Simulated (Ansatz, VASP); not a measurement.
# Ta (Ta wire of staggered 4-rings): VASP beside Ansatz

Aim: how closely do two programs agree when they are given the same cell, functional and k mesh? The structure shown is the start of the Ansatz relaxation below; VASP solves that cell, so the two are compared at the walk's first step.

Method: plane waves, with VASP 6.6.1 beside it; single point at PBE, in Ansatz 0.2.0.

### 1. Set-up

The cell holds 8 atoms: 8 Ta. Its edges and angles: a = 10.785 Å, b = 10.785 Å, c = 4.715 Å, α = 90.0°, β = 90.0°, γ = 90.0°. Vacuum lies along a and b. The structure's axis is c.

### 2. Ansatz: relaxation, PBE

Ansatz runs on its default PAW (the set named soft_2) files.

The two programs are compared at the cell with which this relaxation starts, whose forces are those of its first step.

Contents of input.yaml:

```yaml
crystal:
  lattice:
    - [10.785, 0.0, 0.0]
    - [0.0, 10.785, 0.0]
    - [0.0, 0.0, 4.7153351185]
  atoms:
    - { symbol: Ta, position: [0.315252666, 0.499992115, 0.0], spin: 1.6 }
    - { symbol: Ta, position: [0.499992115, 0.684731564, 0.0], spin: 1.6 }
    - { symbol: Ta, position: [0.499992115, 0.315252666, 0.0], spin: 1.6 }
    - { symbol: Ta, position: [0.684731564, 0.499992115, 0.0], spin: 1.6 }
    - { symbol: Ta, position: [0.369361598, 0.630622632, 0.5], spin: 1.6 }
    - { symbol: Ta, position: [0.369361598, 0.369361598, 0.5], spin: 1.6 }
    - { symbol: Ta, position: [0.630622632, 0.630622632, 0.5], spin: 1.6 }
    - { symbol: Ta, position: [0.630622632, 0.369361598, 0.5], spin: 1.6 }
magnetization:
  spin_polarized: true
kpoints:
  mp_grid: { grid: [1, 1, 17] }
scf:
  occupations: { method: fermi_dirac, width: 0.05 }
hamiltonian:
  xc: pbe
relax:
  cell: { fix: [a, b, alpha, beta, gamma] }
  max_steps: 60
```

The run is started by

```bash
> ansatz run input.yaml --threads 8 --pin off --max-ram 16384MiB --backend cpu --events-out ev --progress --plain --runs-dir out
```

Numbers of over 12 decimals in the logs are rounded to 6 here.

The log of the run:

```text
Engine: ansatz 0.2.0, x86_64-unknown-linux-gnu
Pseudopotentials: kind: paw
Pseudopotential: Ta, paw, valence charge 13, recommended cutoff 420 eV (normal), Ta.paw.azcp
Functional definition: PBE
  parameter kappa = 0.804
  parameter beta = 0.066725
  exchange = pbe_x(kappa = kappa, mu = beta*pi^2/3)
  correlation = pbe_c(beta = beta)
Crystal: 8 atoms, lattice volume = 548.470 Å³
Basis set: ecut = 420 eV, 10687 PW (Γ), exchange–correlation on 150×150×64 points (8 copies of the dense FFT grid, shifted against one another)
Bands: 71, of which v1, the nominal top of the filled ones, is band 52 counted from 1 (51 counted from 0)
Symmetry: 16 space group operations
Space group: P4/mmm (ITA 123), of the structure as read, at distance tolerance 8.2e-5 Å
Magnetic group: BNS 123.339 (UNI 999), of the structure as read, at distance tolerance 8.2e-5 Å
k-points: 9 of 17
Non-local potential: Ta, projectors of the file, l = 0: 3, l = 1: 2, l = 2: 2, l = 3: 1
PAW form: soft (Blöchl's): semilocal exchange-correlation on the pseudo side does not see the compensation charge
PAW one-centre angular grid: Ta, 590 points (default); XC on 64 Gauss nodes
Initial density: superposition of atomic densities (neutral atoms: chi_scale 0, normalization atom)
Starting moments: Σ|m| = 12.8 μB on 8 of 8 sites
Initial wavefunctions: pseudopotential atomic-orbital guess
Functional: x = pbe(κ = 0.804, μ = 0.219515), c = pbe(β = 0.066725)
SCF iter   1: F=—  HF=-79443.683076 eV  |F-HF|=—  |Δ(HF+E_count)|=         —  Δρ=2.60e-2 (↑2.32e-2 ↓2.60e-2)  dr2=4.35e1  dr2_m=1.14e0  M=6.091 μB ∫|m|=6.092 μB  β_m=0.30  ethr=3.10e-3  ⟨swp⟩=7.8  Hψ=5524  notcnv=0
Mixer restart at iter 1: flushing history
preconditioner: auto → LDOS  [metal: Δε(μ)=0.015 eV  Ē_g=4.452 eV  σ=0.050 eV  W_gap=0.08  n_scr=78 (ndim 8)  ℏωp=10.0 eV  f_vac=0.516  D(μ)=6.70/eV (n_scr^D=30)]
spin=Collinear: LDOS preconditioning applied to the charge; magnetization (m = ρ↑ − ρ↓) channel mixes plain (no charge-response kernel on spin).
SCF iter   2: F=—  HF=-79439.418121 eV  |F-HF|=—  |Δ(HF+E_count)|=    4.26e0  Δρ=1.59e-2 (↑1.48e-2 ↓1.59e-2)  dr2=1.13e1  dr2_m=5.30e-1  M=6.376 μB ∫|m|=6.376 μB  β_m=0.46  ethr=3.10e-3  ⟨swp⟩=4.6  Hψ=3070  notcnv=0  defer=105
SCF iter   3: F=—  HF=-79439.311102 eV  |F-HF|=—  |Δ(HF+E_count)|=   1.07e-1  Δρ=6.36e-3 (↑6.36e-3 ↓5.11e-3)  dr2=1.95e-1  dr2_m=1.09e-1  M=5.699 μB ∫|m|=5.699 μB  β_m=0.57  ethr=3.10e-3  ⟨swp⟩=3.7  Hψ=2190  notcnv=0  defer=102
SCF iter   4: F=—  HF=-79440.112444 eV  |F-HF|=—  |Δ(HF+E_count)|=         —  Δρ=6.87e-3 (↑6.51e-3 ↓6.87e-3)  dr2=7.00e-2  dr2_m=2.15e-1  M=2.794 μB ∫|m|=2.796 μB  β_m=0.57  ethr=1.88e-4  ⟨swp⟩=5.0  Hψ=2587  notcnv=0  defer=71
SCF iter   5: F=—  HF=-79440.168923 eV  |F-HF|=—  |Δ(HF+E_count)|=   5.65e-2  Δρ=3.64e-3 (↑3.53e-3 ↓3.64e-3)  dr2=5.30e-3  dr2_m=6.28e-2  M=2.048 μB ∫|m|=2.051 μB  β_m=0.78  ethr=6.73e-5  ⟨swp⟩=2.7  Hψ=2015  notcnv=0  defer=71
SCF iter   6: F=—  HF=-79440.220908 eV  |F-HF|=—  |Δ(HF+E_count)|=   5.20e-2  Δρ=9.15e-4 (↑8.44e-4 ↓9.15e-4)  dr2=1.05e-3  dr2_m=3.67e-3  M=0.872 μB ∫|m|=0.875 μB  β_m=0.89  ethr=5.10e-6  ⟨swp⟩=2.9  Hψ=2817  notcnv=0  defer=71
SCF iter   7: F=—  HF=-79440.231179 eV  |F-HF|=—  |Δ(HF+E_count)|=   1.03e-2  Δρ=3.02e-4 (↑3.02e-4 ↓2.65e-4)  dr2=4.06e-4  dr2_m=3.58e-4  M=0.315 μB ∫|m|=0.317 μB  β_m=0.95  ethr=1.01e-6  ⟨swp⟩=3.0  Hψ=2771  notcnv=0  defer=71
SCF iter   8: F=—  HF=-79440.232503 eV  |F-HF|=—  |Δ(HF+E_count)|=   1.32e-3  Δρ=1.10e-4 (↑1.09e-4 ↓1.10e-4)  dr2=7.50e-5  dr2_m=5.16e-5  M=0.120 μB ∫|m|=0.122 μB  β_m=0.97  ethr=3.90e-7  ⟨swp⟩=2.1  Hψ=2128  notcnv=0  defer=71
SCF iter   9: F=—  HF=-79440.232761 eV  |F-HF|=—  |Δ(HF+E_count)|=   2.58e-4  Δρ=3.51e-5 (↑3.51e-5 ↓2.81e-5)  dr2=1.09e-5  dr2_m=4.38e-6  M=0.034 μB ∫|m|=0.035 μB  β_m=0.99  ethr=7.21e-8  ⟨swp⟩=2.9  Hψ=2364  notcnv=0  defer=71
[...]
the starting moments were not kept: the SCF closed with an absolute magnetisation of 1.0e-4 μB, where they sum to 12.8 μB in size (8 sites). That is at most 0.1 of that sum. Measured as dr2_m measures the in/out step, that magnetisation stands 1.2e-10 eV from none, at or under the dr2_threshold of 9.6e-8 eV: it is no larger than a step whose dr2_m would equal this threshold.
SCF 7 converged in 8 iterations: F = -79440.857702 eV  dr2 = 7.40e-11
relax step   7: F+E_penalty+E_count = -79440.85770244 eV  Δ(F+E_penalty+E_count) = -5.918e-4 eV  max|allowed force component| = 5.424e-3 eV/Å  Δτ_max = 0.0029 Å  P = -0.056 GPa  Ω = 569.026 Å³  energy of the carried Pulay correction = -1.650e-3 eV  fix = [a, b, alpha, beta, gamma]  reactions: a -0.081, b -0.081 GPa  (8 SCF iters, dr2 threshold 9.60e-8 eV, accepted)
Basis set: ecut = 420 eV, 11145 PW (Γ), exchange–correlation on 150×150×72 points (8 copies of the dense FFT grid, shifted against one another)
Initial wavefunctions: pseudopotential atomic-orbital guess (no wavefunctions were taken with the density)
[...]
preconditioner: auto → LDOS  [metal: Δε(μ)=0.045 eV  Ē_g=3.584 eV  σ=0.050 eV  W_gap=0.22  n_scr=38 (ndim 8)  ℏωp=9.8 eV  f_vac=0.558  D(μ)=10.97/eV (n_scr^D=78)]
[...]
SCF iter   7: F=—  HF=-79440.859913 eV  |F-HF|=—  |Δ(HF+E_count)|=   8.43e-8  Δρ=4.28e-7 (↑4.16e-7 ↓4.28e-7)  dr2=3.52e-8  dr2_m=4.57e-13  M=0.000 μB ∫|m|=0.000 μB  β_m=0.83  ethr=1.61e-10  ⟨swp⟩=2.2  Hψ=1521  notcnv=0
SCF iter   8: F=—  HF=-79440.859913 eV  |F-HF|=—  |Δ(HF+E_count)|=   5.69e-8  Δρ=8.18e-8 (↑7.91e-8 ↓8.18e-8)  dr2=7.79e-10  dr2_m=6.81e-14  M=0.000 μB ∫|m|=0.000 μB  β_m=0.90  ethr=3.38e-11  ⟨swp⟩=2.7  Hψ=1694  notcnv=0
SCF iter   9: F=—  HF=-79440.859966 eV  |F-HF|=—  |Δ(HF+E_count)|=   5.31e-5  Δρ=1.90e-7 (↑1.90e-7 ↓1.89e-7)  dr2=6.69e-9  dr2_m=1.30e-14  M=0.000 μB ∫|m|=0.000 μB  β_m=0.90  ethr=1.00e-12  ⟨swp⟩=6.1  Hψ=3162  notcnv=0
SCF iter  10: F=—  HF=-79440.859966 eV  |F-HF|=—  |Δ(HF+E_count)|=   1.27e-8  Δρ=1.37e-7 (↑1.37e-7 ↓1.36e-7)  dr2=3.13e-9  dr2_m=1.83e-14  M=0.000 μB ∫|m|=0.000 μB  β_m=0.95  ethr=1.00e-12  ⟨swp⟩=2.7  Hψ=1720  notcnv=0
SCF iter  11: F=—  HF=-79440.859966 eV  |F-HF|=—  |Δ(HF+E_count)|=   2.02e-8  Δρ=4.91e-8 (↑4.91e-8 ↓4.86e-8)  dr2=1.37e-10  dr2_m=1.68e-14  M=0.000 μB ∫|m|=0.000 μB  β_m=0.85  ethr=1.00e-12  ⟨swp⟩=3.2  Hψ=1956  notcnv=0
SCF iter  12: F=—  HF=-79440.859966 eV  |F-HF|=—  |Δ(HF+E_count)|=  4.07e-10  Δρ=2.40e-8 (↑2.37e-8 ↓2.40e-8)  dr2=8.38e-11  dr2_m=1.64e-15  M=0.000 μB ∫|m|=0.000 μB  β_m=0.81  ethr=1.00e-12  ⟨swp⟩=2.7  Hψ=1720  notcnv=0
SCF iter  13: F=-79440.859966 eV  HF=-79440.859966 eV  |F-HF|=4.37e-11  |Δ(HF+E_count)|=  7.86e-10  Δρ=1.11e-8 (↑1.09e-8 ↓1.11e-8)  dr2=2.08e-11  dr2_m=4.77e-16  M=0.000 μB ∫|m|=0.000 μB  ethr=1.00e-12  ⟨swp⟩=4.4  Hψ=2842  notcnv=0
the starting moments were not kept: the SCF closed with an absolute magnetisation of 2.6e-7 μB, where they sum to 12.8 μB in size (8 sites). That is at most 0.1 of that sum. Measured as dr2_m measures the in/out step, that magnetisation stands 8.6e-16 eV from none, at or under the dr2_threshold of 8.0e-11 eV: it is no larger than a step whose dr2_m would equal this threshold.
SCF 8 converged in 13 iterations: F = -79440.859966 eV  dr2 = 2.08e-11
relax step   8: F+E_penalty+E_count = -79440.85996627 eV  Δ(F+E_penalty+E_count) = -2.264e-3 eV  max|allowed force component| = 5.637e-3 eV/Å  Δτ_max = 0.0000 Å  P = -0.050 GPa  Ω = 569.026 Å³  fix = [a, b, alpha, beta, gamma]  reactions: a -0.077, b -0.077 GPa  stress off target by 2.97e-3 GPa on what of the cell is left free  SCF on the basis re-selected at this cell (its energy is not comparable with the rows above)  (13 SCF iters)
basis re-selected at this cell: Δ(F+E_penalty+E_count) = -2.264e-3 eV, ΔP = +0.005 GPa vs the last step (what re-selecting the basis moved, of the pressure what is left beyond the Pulay correction that the steps carried, after the strain that the cell walked since its last selection, with what the two solves' SCF thresholds leave and, on support functions, any second-order correction that the steps lacked; it is no measure of the basis error at this ecutwfc). The dense FFT grid was sized anew with the basis: this SCF ran on 75×75×36 points, the steps before it on 75×75×32, so part of this shift can come from that change (see relax.cell in the input reference). [rest of the remark cut]
SCF converged after 13 iterations
Magnetization: 0.0000 μB (52.0000 up, 52.0000 down)
Absolute magnetization: 0.0000 μB (∫|ρ↑−ρ↓|, with the PAW one-centre terms)
Spin contamination: 0.0000 ħ² per cell (⟨S²⟩ above its minimum at these occupations)
Per-site moments (μB) at R_I (Å): [(9.25940900154948e-9, 1.085895), (9.259409075363312e-9, 1.085895), (9.259408939032223e-9, 1.085895), (9.259408921461059e-9, 1.085895), (8.579479549021144e-9, 1.086879), (8.579479506148006e-9, 1.086879), (8.579479548492538e-9, 1.086879), (8.57947956015811e-9, 1.086879)]
Free energy (F): -79440.859966 eV
Harris-Foulkes:  -79440.859966 eV  (|F-HF|=4.37e-11)
Internal energy: -79440.769006 eV  (E = F + TS)
E sigma→0 (E₀):  -79440.814486 eV
Entropy (-TS):   -0.090961 eV (-11.370 meV/atom)
Fermi energy:    2.108800 eV
--- Per-component energies (eV) ---
  E_band       = -2568.058962
  E_kinetic    = 2912.898802
  E_local      = -29825.543521  (includes V_loc(G=0)·N_el)
  E_nonlocal   = 132.208981
  E_hartree    = 13362.184501
  E_xc         = -1731.352961
  E_vxc        = -1610.510626  (∫ρ·V_xc dr)
  E_paw        = -67173.098723  (= ΣΔE_a)
  E_vpaw       = -901.481861  (= ΣTr[D̂ρ^β])
  E_aug_tail   = 0.001167  (compensation charges beyond the density's cutoff)
  E_ewald      = 2881.932749
  E_smearing   = -0.090961  (= −TS)
  E_closure    = -0.000000  (closes the sum)
  Σ components = -79440.859966   (vs F -79440.859966, Δ=0.00e0)
--- Forces (eV/Å), atoms counted from 1 ---
  atom   1  Ta     0.00563683    -0.00000000     0.00000000
  atom   2  Ta     0.00000000    -0.00563683     0.00000000
  atom   3  Ta     0.00000000     0.00563683     0.00000000
  atom   4  Ta    -0.00563683    -0.00000000     0.00000000
  atom   5  Ta     0.00300588    -0.00300588     0.00000000
  atom   6  Ta     0.00300588     0.00300588     0.00000000
  atom   7  Ta    -0.00300588    -0.00300588     0.00000000
  atom   8  Ta    -0.00300588     0.00300588     0.00000000
  max |Σ_I F_I| component: 3.04e-18 eV/Å
--- Stress (GPa, compression-positive) ---
       -0.076979       0.000000       0.000000
        0.000000      -0.076979       0.000000
        0.000000       0.000000       0.002971
  P = ⅓ Tr σ = -0.0503 GPa (-0.503 kbar)
--- Relaxed structure (7 steps of the walk, 6 accepted, 1 SCFs on fresh bases) ---
  F+E_penalty+E_count = -79440.85996627 eV   max|allowed force component| = 5.637e-3 eV/Å   (the final SCF, on the basis selected at the relaxed cell)
  cell:  # Å, volume = 569.0260 Å³
    - [10.785, 0.0, 0.0]
    - [0.0, 10.785, 0.0]
    - [0.0, 0.0, 4.892061]
  atoms:
    - { symbol: Ta, position: [0.327397, 0.499992, 0.0] }
    - { symbol: Ta, position: [0.499992, 0.672587, 0.0] }
    - { symbol: Ta, position: [0.499992, 0.327397, 0.0] }
    - { symbol: Ta, position: [0.672587, 0.499992, 0.0] }
    - { symbol: Ta, position: [0.377838, 0.622146, 0.5] }
    - { symbol: Ta, position: [0.377838, 0.377838, 0.5] }
    - { symbol: Ta, position: [0.622146, 0.622146, 0.5] }
    - { symbol: Ta, position: [0.622146, 0.377838, 0.5] }
```

Reading the cycles: dr2 is the Hartree energy of the density residual (eV), the measure of convergence; HF is the Harris–Foulkes estimate of the energy, which meets the free energy F at convergence.

[end of part 1 of 2]

[Lines on the potential files, build, host, timing and source positions are cut from VASP's logs without a mark.]

[Logs are printed without paths, hosts, clocks, repeated set-up lines and the standing remarks that a program may print on its own settings, such as how far it seeks lower states.]

[Hosts, paths, dates, database ids (printed as entryN), source tags and the programs' standing remarks are cut or masked in the printed files.]
